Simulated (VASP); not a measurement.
# Li (Im-3m) in VASP: a series of runs

One crystal, Li, is run at these levels: PBE; tasks: single point, relaxation of cell and atoms.

Everything below comes from runs of VASP 6.6.1. Logs are shortened: lines on timing, memory, paths and dates and some standing lists are left out, and cuts for length are marked.

## (1) The crystal as given

Symmetry: Im-3m, No. 229, cubic system. The conventional cell has a = 3.434 Å, b = 3.434 Å, c = 3.434 Å, α = 90.00°, β = 90.00°, γ = 90.00°. Around Li (site symmetry m-3m) lie 8 Li at 2.97 Å.

The cell was built by a generator and needn't be a form met in nature.

## (2) Single point, PBE

The input, INCAR:

```
  PREC = Accurate
  ENCUT = 520
  EDIFF = 1E-6
  ISMEAR = 1
  SIGMA = 0.1
  LREAL = F
  LASPH = T
  NELM = 100
  ALGO = Fast
  ISIF = 2
  LWAVE = F
  LCHARG = F
  GGA = PE
  NBANDS = 10
```

The input, KPOINTS:

```
Automatic mesh
0
Gamma
  20 20 20
```

The input, POSCAR:

```
Li
1.0
    3.4336062743      0.0000000000      0.0000000000
    0.0000000000      3.4336062743      0.0000000000
    0.0000000000      0.0000000000      3.4336062743
Li
2
Direct
    0.0000000000      0.0000000000      0.0000000000
    0.5000000000      0.5000000000      0.5000000000
```

Potentials or basis: VASP PAW PBE potentials, release 64 (Li_sv).

Command:

```console
$ cat potpaw_PBE.64/Li_sv/POTCAR > POTCAR
$ mpirun -np 1 vasp_std > vasp.out
```

OUTCAR:

```text
PREC = Accurate
   ENCUT = 520
   EDIFF = 1E-6
   ISMEAR = 1
   LREAL = F
   LASPH = T
   NELM = 100
   ISIF = 2
   GGA = PE

 ion  position               nearest neighbor table
   1  0.000  0.000  0.000-
   2  0.500  0.500  0.500-

  LATTYP: Found a simple cubic cell.
 ALAT       =     3.4336062743

  Lattice vectors:

 A1 = (   3.4336062743,   0.0000000000,   0.0000000000)
 A2 = (   0.0000000000,   3.4336062743,   0.0000000000)
 A3 = (   0.0000000000,   0.0000000000,   3.4336062743)

Analysis of symmetry for initial positions (statically):
=====================================================================
 Subroutine PRICEL returns following result:

  LATTYP: Found a body centered cubic cell.
 ALAT       =     3.4336062743

  Lattice vectors:

 A1 = (   1.7168031372,   1.7168031372,  -1.7168031371)
 A2 = (  -1.7168031372,   1.7168031371,   1.7168031371)
 A3 = (   1.7168031372,  -1.7168031371,   1.7168031372)

   2 primitive cells build up your supercell.

 Routine SETGRP: Setting up the symmetry group for a
 simple cubic supercell.

 Subroutine GETGRP returns: Found 48 space group operations
 (whereof 48 operations were pure point group operations)
 out of a pool of 48 trial point group operations.

The static configuration has the point symmetry O_h .

Analysis of symmetry for dynamics (positions and initial velocities):
=====================================================================
 Subroutine PRICEL returns following result:

  LATTYP: Found a body centered cubic cell.
 ALAT       =     3.4336062743

  Lattice vectors:

 A1 = (   1.7168031372,   1.7168031372,  -1.7168031371)
 A2 = (  -1.7168031372,   1.7168031371,   1.7168031371)
 A3 = (   1.7168031372,  -1.7168031371,   1.7168031372)

   2 primitive cells build up your supercell.

 Routine SETGRP: Setting up the symmetry group for a
 simple cubic supercell.

 Subroutine GETGRP returns: Found 48 space group operations
 (whereof 48 operations were pure point group operations)
 out of a pool of 48 trial point group operations.

The dynamic configuration has the point symmetry O_h .

 Subroutine INISYM returns: Found 48 space group operations
 (whereof 48 operations are pure point group operations),
 and found     2 'primitive' translations

----------------------------------------------------------------------------------------

                                     Primitive cell

  volume of cell :      20.2405

  direct lattice vectors                    reciprocal lattice vectors
     1.716803137  1.716803137 -1.716803137     0.291238983  0.291238983  0.000000000
    -1.716803137  1.716803137  1.716803137    -0.000000000  0.291238983  0.291238983
     1.716803137 -1.716803137  1.716803137     0.291238983  0.000000000  0.291238983

  length of vectors
     2.973590260  2.973590260  2.973590260     0.411874120  0.411874120  0.411874120

  position of ions in fractional coordinates (direct lattice)
     0.000000000  0.000000000  0.000000000

  ion indices of the primitive-cell ions
   primitive index   ion index
                 1           1

----------------------------------------------------------------------------------------

 KPOINTS: Automatic mesh

Automatic generation of k-mesh.
 Grid dimensions read from file:
 generate k-points for:   20   20   20

 Generating k-lattice:

  Cartesian coordinates                     Fractional coordinates (reciprocal lattice)
     0.014561949  0.000000000  0.000000000     0.050000000  0.000000000  0.000000000
     0.000000000  0.014561949  0.000000000     0.000000000  0.050000000  0.000000000
     0.000000000  0.000000000  0.014561949     0.000000000  0.000000000  0.050000000

  Length of vectors
     0.014561949  0.014561949  0.014561949

  Shift w.r.t. Gamma in fractional coordinates (k-lattice)
     0.000000000  0.000000000  0.000000000

 Subroutine IBZKPT returns following result:
 ===========================================

 Found    286 irreducible k-points:

 Following reciprocal coordinates:
            Coordinates               Weight
  0.000000  0.000000  0.000000      1.000000
  0.050000  0.000000  0.000000      6.000000
  0.100000  0.000000  0.000000      6.000000
  0.150000  0.000000  0.000000      6.000000
  0.200000  0.000000  0.000000      6.000000
  0.250000  0.000000  0.000000      6.000000
[... 16 lines left out ...]
  0.150000  0.100000  0.000000     24.000000
  0.200000  0.100000  0.000000     24.000000
 [... further k-points ...]
   k-points           NKPTS =    286   k-points in BZ     NKDIM =    286   number of bands    NBANDS=     10
   number of dos      NEDOS =    301   number of ions     NIONS =      2
   total plane-waves  NPLWV =  21952
   dimension x,y,z NGX =    28 NGY =   28 NGZ =   28
   dimension x,y,z NGXF=    56 NGYF=   56 NGZF=   56
   ions per type =               2
   NGX,Y,Z   is equivalent  to a cutoff of  13.56, 13.56, 13.56 a.u.
   NGXF,Y,Z  is equivalent  to a cutoff of  27.11, 27.11, 27.11 a.u.
 SYSTEM =  unknown system
   PREC   = accura    normal or accurate (medium, high low for compatibility)
   ISTART =      0    job   : 0-new  1-cont  2-samecut
   ICHARG =      2    charge: 1-file 2-atom 10-const
   ISPIN  =      1    spin polarized calculation?
   LNONCOLLINEAR =      F non collinear calculations
   LSORBIT =      F    spin-orbit coupling
   LASPH  =      T    aspherical Exc in radial PAW
   ENCUT  =  520.0 eV  38.22 Ry    6.18 a.u.   6.38  6.38  6.38*2*pi/ulx,y,z
   NELM   =    100;   NELMIN=  2; NELMDL= -5     # of ELM steps
   EDIFF  = 0.1E-05   stopping-criterion for ELM
   LREAL  =      F    real-space projection
   EDIFFG = 0.1E-04   stopping-criterion for IOM
   NSW    =      0    number of steps for IOM
   IBRION =     -1    ionic relax: 0-MD 1-quasi-New 2-CG
   NFREE  =      0    steps in history (QN), initial steepest desc. (CG)
   ISIF   =      2    stress and relaxation
   ISYM   =      2    0-nonsym 1-usesym 2-fastsym
   POTIM  = 0.5000    time-step for ionic-motion
   TEBEG  =    0.0;   TEEND  =   0.0 temperature during run
   PSTRESS=    0.0 pullay stress
   NELECT =       6.0000    total number of electrons
   NUPDOWN=      -1.0000    fix difference up-down
   EMIN   =  10.00;   EMAX   =-10.00  energy-range for DOS
   EFERMI =   0.00;   METHOD = LEGACY
   ISMEAR =     1;   SIGMA  =   0.10  broadening in eV -4-tet -1-fermi 0-gaus
   EFERMI_NEDOS =   21; number of points for ismear=-14 and -15
   IALGO  =     68    algorithm
   IMIX   =      4    mixing-type and parameters
     AMIX     =   0.40;   BMIX     =  1.00
     AMIX_MAG =   1.60;   BMIX_MAG =  1.00
  volume/ion in A,a.u.               =      20.24       136.59
  Fermi-wavevector in a.u.,A,eV,Ry     =   0.866379  1.637220 10.212712  0.750613
  Thomas-Fermi vector in A             =   1.984760
   LORBIT       =      0    0 simple, 1 ext, 2 COOP (PROOUT), +10 PAW based schemes
   GGA     = PE    functional components
   LHFCALC =     F    Hartree Fock is set to
   AEXX    =    0.0000 exact exchange contribution
   IVDW    =     0    specifies the selected vdW correction
   LEPSILON=     F    determine dielectric tensor
   LRPA    =     F    only Hartree local field effects (RPA)
 non-spin polarized calculation
 RMM-DIIS sequential band-by-band and
 Methfessel and Paxton  Order N= 1 SIGMA  =   0.10
  energy-cutoff  :      520.00
  volume of cell :       40.48
 maximum number of plane-waves:      1112
 NGX is ok and might be reduce to    28
   NGX = 13   NGY = 13   NGZ = 13

 number of electron       6.0000000 magnetization

 Free energy of the ion-electron system (eV)
  ---------------------------------------------------
  ext. energy  EPLUGINS =         0.00000000
  ---------------------------------------------------
  free energy    TOTEN  =        -3.80834862 eV

  energy without entropy =       -3.80786729  energy(sigma->0) =       -3.80818818

 E-fermi :   0.6510     XC(G=0):  -7.0481

 val. band max:        0.6508786418   @ k =   0.5000   0.4000   0.0000
 cond. band min:       0.6646859994   @ k =   0.4500   0.3000   0.0000
 fundamental gap:      0.0138073576
 Fermi energy:         0.6509837227

 k-point     1 :       0.0000    0.0000    0.0000
  band No.  band energies     occupation
      1     -45.9027      2.00000
      2     -45.8695      2.00000
      3      -2.9334      2.00000
      4       6.1552      0.00000
      5       6.1552      0.00000
      6       6.1552      0.00000
      7       8.4091      0.00000
      8       8.4091      0.00000
      9      14.2700      0.00000
     10      15.2488      0.00000

 k-point     2 :       0.0500    0.0000    0.0000
  band No.  band energies     occupation
      1     -45.9024      2.00000
      2     -45.8698      2.00000
      3      -2.9097      2.00000
      4       5.7697      0.00000
      5       6.1859      0.00000
      6       6.1859      0.00000
      7       8.4410      0.00000
      8       8.8390      0.00000
      9      14.4045      0.00000
     10      15.1215      0.00000

 k-point     3 :       0.1000    0.0000    0.0000
  band No.  band energies     occupation
      1     -45.9017      2.00000
      2     -45.8704      2.00000
      3      -2.8385      2.00000
      4       5.0077      0.00000
      5       6.2777      0.00000
      6       6.2777      0.00000
      7       8.5366      0.00000
      8       9.7266      0.00000
      9      14.7136      0.00000
     10      14.7282      0.00000
[... 248 lines left out ...]
 k-point    23 :       0.1500    0.1000    0.0000
  band No.  band energies     occupation
      1     -45.8997      2.00000
      2     -45.8718      2.00000
      3      -2.6255      2.00000
      4       4.1358      0.00000
      5       5.5520      0.00000
      6       6.5527      0.00000
      7       9.6333      0.00000
      8      11.1537      0.00000
      9      13.2693      0.00000
     10      13.9862      0.00000

 k-point    24 :       0.2000    0.1000    0.0000
  band No.  band energies     occupation
      1     -45.8982      2.00000
      2     -45.8729      2.00000
      3      -2.4591      2.00000
      4       3.3863      0.00000
      5       5.7175      0.00000
      6       6.7661      0.00000
      7       9.8965      0.00000
      8      12.0766      0.00000
      9      12.5026      0.00000
     10      13.3920      0.00000

 [... further k-points ...]

------------------------ aborting loop because EDIFF is reached ----------------------------------------

  FORCE on cell =-STRESS in cart. coord.  units (eV):
  Direction    XX          YY          ZZ          XY          YZ          ZX
  --------------------------------------------------------------------------------------
  -------------------------------------------------------------------------------------
  Total       -0.0056249     -0.0056249     -0.0056249      0.0000000      0.0000000     -0.0000000
  in kB       -0.2226238     -0.2226238     -0.2226238      0.0000000      0.0000000     -0.0000000
  external PRESSURE =      -0.2226238 kB  Pullay stress =       0.0000000 kB

 VOLUME and BASIS-vectors are now :
 -----------------------------------------------------------------------------
  energy-cutoff  :      520.00
  volume of cell :       40.48
      direct lattice vectors                 reciprocal lattice vectors
     3.433606274  0.000000000  0.000000000     0.291238983  0.000000000  0.000000000
     0.000000000  3.433606274  0.000000000     0.000000000  0.291238983  0.000000000
     0.000000000  0.000000000  3.433606274     0.000000000  0.000000000  0.291238983

 POSITION                                       TOTAL-FORCE (eV/Angst)
 -----------------------------------------------------------------------------------
      0.00000      0.00000      0.00000         0.000000      0.000000      0.000000
      1.71680      1.71680      1.71680        -0.000000     -0.000000     -0.000000
 -----------------------------------------------------------------------------------
    total drift:                                0.000000      0.000000      0.000000

  FREE ENERGIE OF THE ION-ELECTRON SYSTEM (eV)
  ---------------------------------------------------
  free  energy   TOTEN  =        -3.8083486204 eV

  energy  without entropy=       -3.8078672859  energy(sigma->0) =       -3.80818818
```

Run time: 55 s. Hardware: 1 thread of Intel Xeon 6975P-C (Granite Rapids), shared host; peak memory 0.2 GiB.

What came out:

```yaml
Free_energy: -3.8083 eV
Band_gap_on_the_k_mesh: none (metal or under the smearing width)
```

Caveat: the cutoff is under 1.25 times the usual one of these potentials, so pressure, stress and relaxed cells hold a basis-set (Pulay) error.

## (3) Relaxation of cell and atoms, PBE

This run uses another cell than the first one, of 20.89 Å³/atom, 1.032 times its volume.

The input, INCAR:

```
SYSTEM = Li
PREC     = Accurate       ! precision mode
ENCUT    = 600            ! plane-wave cutoff, eV
EDIFF    = 1E-6           ! SCF threshold, eV
ISMEAR   = 1              ! smearing method
SIGMA    = 0.1            ! smearing width, eV
LREAL    = .False.        ! projectors in reciprocal space
LASPH    = .True.         ! aspherical terms in the spheres
NELM     = 60             ! most SCF steps
ALGO     = Normal         ! electronic algorithm
ISIF     = 3              ! what is computed and relaxed
LWAVE    = .False.        ! write WAVECAR
LCHARG   = .False.        ! write CHGCAR
GGA      = PE             ! functional
IBRION   = 2              ! ionic algorithm
NSW      = 80             ! ionic steps
EDIFFG   = -0.005         ! ionic threshold
```

The input, KPOINTS:

```
Automatic mesh
0
Gamma
  20 20 20
  0 0 0
```

The input, POSCAR:

```
Li
1.0
    3.4700000000      0.0000000000      0.0000000000
    0.0000000000      3.4700000000      0.0000000000
    0.0000000000      0.0000000000      3.4700000000
Li
2
Direct
    0.0000000000      0.0000000000      0.0000000000
    0.5000000000      0.5000000000      0.5000000000
```

Potentials or basis: VASP PAW PBE potentials, release 64 (Li_sv).

Command:

```console
$ cat potpaw_PBE.64/Li_sv/POTCAR > POTCAR
$ mpirun -np 1 vasp_std > vasp.out
```

It took 59 s on 1 thread of Intel Xeon 6975P-C (Granite Rapids), shared host; peak memory 0.19 GiB.

Results (log left out):

- Free energy: -3.8092 eV
- Relaxed volume: 20.10 Å³/atom
- Relaxed cell: a = 3.425 Å, b = 3.425 Å, c = 3.425 Å, α = 90.00°, β = 90.00°, γ = 90.00°
- Space group after relaxing (to 0.05 Å): Im-3m (No. 229)
- Energy gained by relaxing: 1.4 meV/atom
- Ionic steps: 3
- Pressure after relaxing: 0.0 GPa
- Band gap on the k mesh: none (metal or under the smearing width)

Step by step:
| step | energy change (eV) | largest force (eV/Å) | pressure (GPa) | volume (Å³) |
| --- | --- | --- | --- | --- |
| 1 | 0.0000 | 0.0000 | -0.51 | 41.78 |
| 2 | -0.0011 | 0.0000 | -0.40 | 41.38 |
| 3 | -0.0027 | 0.0000 | -0.02 | 40.19 |

Final structure:
```xyz
2
Lattice="3.4255 0.0000 0.0000 0.0000 3.4255 0.0000 0.0000 0.0000 3.4255" Properties=species:S:1:pos:R:3 pbc="T T T"
Li    0.0000    3.4255    0.0000
Li    1.7127    1.7127    1.7127
```

Levels at points of the mesh, in eV from the Fermi level:
```
           k point  band 1  band 2  band 3  band 4  band 5  band 6  band 7
(0.00, 0.00, 0.00)  -46.53  -46.50   -3.59    5.53    5.53    5.53    7.79
(0.50, 0.00, 0.00)  -46.51  -46.51   -1.17   -1.17    8.57    8.57    8.57
(0.50, 0.50, 0.00)  -46.51  -46.51    0.22    0.22    3.26    3.26   10.40
(0.50, 0.50, 0.50)  -46.51  -46.51    3.38    3.38    3.38    3.38    3.38
```

Caveat: the cutoff is under 1.25 times the usual one of these potentials, so pressure, stress and relaxed cells hold a basis-set (Pulay) error.
